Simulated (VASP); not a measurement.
# MgI₂: convergence, band structure

MgI₂, P-3m1 (no. 164), 3 atoms in the cell. PBE; PAW potentials I, Mg (PBE set). VASP 6.6.1.

Wanted: band energies at the path's corners within 0.1 eV; smallest gap over path and mesh within 0.05 eV.

What the run is for: bands; Accuracy asked: screening; Route: fixed density (ICHARG 11).

Band energies at the path's corners: counted from the valence top.

POSCAR:
```
MgI2
1.0
    4.1400000000      0.0000000000      0.0000000000
   -2.0700000000      3.5853451717      0.0000000000
    0.0000000000      0.0000000000      6.8800000000
I Mg
2 1
Direct
    0.6666666667      0.3333333333      0.7500000000
    0.3333333333      0.6666666667      0.2500000000
    0.0000000000      0.0000000000      0.0000000000
```

The series start from Plane-wave cutoff (eV): 230; k-point mesh: 5 × 5 × 3; k points a path segment: 12; Electronic threshold (eV): 1e-6; Precision mode (PREC): Accurate; Bands in all (NBANDS): 21; Aspherical gradient terms in the spheres (LASPH): yes. Each series keeps the choices made before it, and each single choice may use up half of a tolerance. Times cover all steps of a run.

## Plane-wave cutoff (eV)

| Plane-wave cutoff (eV) | Band energies at the path's corners, largest deviation (eV) | Smallest gap over path and mesh (eV) | Time (s) |
|---|---|---|---|
| 160 | 0.01 | 3.447 | 19 |
| 200 | 0.00 | 3.452 | 24 |
| 230 | 0.00 | 3.451 | 27 |
| 260 | 0.00 | 3.450 | 28 |
| 320 | 0.00 | 3.450 | 30 |
| 400 | 0.00 | 3.450 | 54 |
| 500 (reference) | 0.00 | 3.450 | 70 |

Chosen: 160, the loosest value from which every tighter one stays within half of the tolerance.

## k-point mesh

| k-point mesh | Band energies at the path's corners, largest deviation (eV) | Smallest gap over path and mesh (eV) | Time (s) |
|---|---|---|---|
| 2 × 2 × 1 | 0.08 | 3.377 | 14 |
| 3 × 3 × 2 | 0.02 | 3.429 | 14 |
| 4 × 4 × 2 | 0.01 | 3.444 | 14 |
| 5 × 5 × 3 | 0.00 | 3.447 | 19 |
| 6 × 6 × 4 | 0.00 | 3.449 | 16 |
| 8 × 8 × 4 (reference) | 0.00 | 3.449 | 19 |

Chosen: 3 × 3 × 2.

## Electronic threshold (eV)

| Electronic threshold (eV) | Band energies at the path's corners, largest deviation (eV) | Smallest gap over path and mesh (eV) | Time (s) |
|---|---|---|---|
| 0.001 | 0.00 | 3.430 | 8.3 |
| 0.0001 | 0.00 | 3.430 | 9.2 |
| 1e-5 | 0.00 | 3.430 | 9.9 |
| 1e-6 | 0.00 | 3.430 | 9.0 |
| 1e-7 (reference) | 0.00 | 3.430 | 9.9 |

Chosen: 0.001.

## Precision mode (PREC)

| Precision mode (PREC) | Band energies at the path's corners, largest deviation (eV) | Smallest gap over path and mesh (eV) | Time (s) |
|---|---|---|---|
| SingleN | 0.01 | 3.419 | 6.2 |
| Normal | 0.00 | 3.430 | 5.7 |
| Accurate (reference) | 0.00 | 3.430 | 8.3 |

Chosen: SingleN.

## Bands in all (NBANDS)

| Bands in all (NBANDS) | Band energies at the path's corners, largest deviation (eV) | Smallest gap over path and mesh (eV) | Time (s) |
|---|---|---|---|
| 10 | 0.03 | 3.419 | 4.0 |
| 11 | 0.00 | 3.419 | 4.8 |
| 12 | 0.00 | 3.419 | 5.1 |
| 14 | 0.00 | 3.419 | 5.8 |
| 21 | 0.00 | 3.419 | 6.2 |
| 31 (reference) | 0.00 | 3.418 | 7.3 |

Chosen: 10.

## Aspherical gradient terms in the spheres (LASPH)

| Aspherical gradient terms in the spheres (LASPH) | Band energies at the path's corners, largest deviation (eV) | Smallest gap over path and mesh (eV) | Time (s) |
|---|---|---|---|
| yes | 0.00 | 3.419 | 4.0 |
| no | 0.00 | 3.418 | 2.6 |

Chosen: yes; no would be accurate enough too and is faster here.

Also changed on the way, by series that aren't shown: k points a path segment: 5.

## All choices together

| Input | Band energies at the path's corners, largest deviation (eV) | Smallest gap over path and mesh (eV) | Time (s) |
|---|---|---|---|
| the program's defaults (naive) | 0.00 | 3.448 | 9.7 |
| chosen settings | 0.04 | 3.419 | 4.0 |
| reference settings throughout | 0.00 | 3.451 | 269 |

The tolerance is met.

## The input

INCAR.step1:
```
GGA = PE
ISMEAR = 0
SIGMA = 0.03
LWAVE = False
LCHARG = True
NBANDS = 10
PREC = SingleN
LASPH = True
LREAL = False
ALGO = Normal
EDIFF = 0.001
NELM = 120
GGA_COMPAT = False
ENCUT = 160
EFERMI = MIDGAP
```

INCAR.step2, as INCAR.step1 but for:
```
- LCHARG = True
+ LCHARG = False
+ ICHARG = 11
```

KPOINTS.step1:
```
Automatic mesh
0
Gamma
  3 3 2
  0 0 0
```

KPOINTS.step2:
```
path GMKGALHA,LM,KH
5
line-mode
reciprocal
 0.0000000000  0.0000000000  0.0000000000  G
 0.5000000000  0.0000000000  0.0000000000  M

 0.5000000000  0.0000000000  0.0000000000  M
 0.3333333333  0.3333333333  0.0000000000  K

 0.3333333333  0.3333333333  0.0000000000  K
 0.0000000000  0.0000000000  0.0000000000  G

 0.0000000000  0.0000000000  0.0000000000  G
 0.0000000000  0.0000000000  0.5000000000  A

 0.0000000000  0.0000000000  0.5000000000  A
 0.5000000000  0.0000000000  0.5000000000  L

 0.5000000000  0.0000000000  0.5000000000  L
 0.3333333333  0.3333333333  0.5000000000  H

 0.3333333333  0.3333333333  0.5000000000  H
 0.0000000000  0.0000000000  0.5000000000  A

 0.5000000000  0.0000000000  0.5000000000  L
 0.5000000000  0.0000000000  0.0000000000  M

 0.3333333333  0.3333333333  0.0000000000  K
 0.3333333333  0.3333333333  0.5000000000  H
```

Commands (each step's output is kept before the next begins):
```
cat potpaw_PBE.64/I/POTCAR potpaw_PBE.64/Mg/POTCAR > POTCAR
cp INCAR.step1 INCAR
cp KPOINTS.step1 KPOINTS
mpirun -np 1 vasp_std > vasp.out
cp INCAR.step2 INCAR
cp KPOINTS.step2 KPOINTS
mpirun -np 1 vasp_std > vasp.out
```

The naive input happens to agree within the tolerance here, in 9.7 s.

Limits: PBE gaps are mostly well below measured ones; spin-orbit coupling is off, though it shifts bands of the heavy elements by a tenth of an eV or more.

The chosen input took VASP 6.6.1 4.0 s on 1 core (Intel Xeon 6975P-C (Granite Rapids)), a shared host.

## An input that fails: fixed density asked without a density file

VASP's message: ERROR: charge density could not be read from file CHGCAR for ICHARG>10.

Changes against the starting input:
```
- LCHARG = True
- NELM = 120
+ LCHARG = False
+ NELM = 89
+ ICHARG = 11
```
